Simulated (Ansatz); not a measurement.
# Relaxing MgI2

Theory: DFT PBE, scalar-relativistic, plane waves, PAW (Ansatz 0.2.0). Cutoff 420 eV, Γ-centred k mesh, Gaussian smearing, no spin polarisation in the final step.

MgI2 was placed on the cadmium chloride structure type (R-3m, No. 166), with Mg in place of Cd, I in place of Cl, at a guessed volume.

```yaml
crystal:
  lattice:
    - [2.15281, 1.24293, 6.50205]
    - [-2.15281, 1.24293, 6.50205]
    - [0.00000, -2.48586, 6.50205]
  atoms:
    - { symbol: Mg, position: [0.00000, 0.00000, 0.00000] }
    - { symbol: I, position: [0.75000, 0.75000, 0.75000] }
    - { symbol: I, position: [0.25000, 0.25000, 0.25000] }
```

Cell and atoms relax at zero pressure; the relaxation can't lower the symmetry of the start.

Energies over the elements count from the elements' standard structures at the same level, with no empirical corrections.

(1) Which crystal results?

(2) What are its volume, energy, density and gap?

## Answers

(1) It keeps R-3m (No. 166). The result has the cadmium chloride structure. Conventional cell: a = 4.208 Å, c = 23.612 Å. Mg is coordinated by 6 I at 2.95 Å; around I lie 3 Mg at 2.95 Å.

```
Mg I
1.0
     2.10419    1.21486    7.87065
    -2.10419    1.21486    7.87065
     0.00000   -2.42971    7.87065
Mg I
1 2
Direct
  0.00000 0.00000 0.00000
  0.73748 0.73748 0.73748
  0.26252 0.26252 0.26252
```

(2) The volume per atom is 40.2 Å³, the density is 3.8 g/cm³ and the energy over the elements is -1.068 eV/atom. The gap on the 6×6×6 mesh is 3.54 eV.

The final run used a 6×6×6 mesh on its 3-atom cell and 0.02 eV smearing. Weakly bound directions are ill-defined at this level, which has no dispersion term. Spin–orbit coupling is left out. Symmetry constrained the relaxation, so the result can be a saddle point.

This form isn't the usual stable structure of the compound.

Cost: 3 runs of about 0.62 core-minutes in all, on Intel Xeon 6975P-C (Granite Rapids) (shared hosts).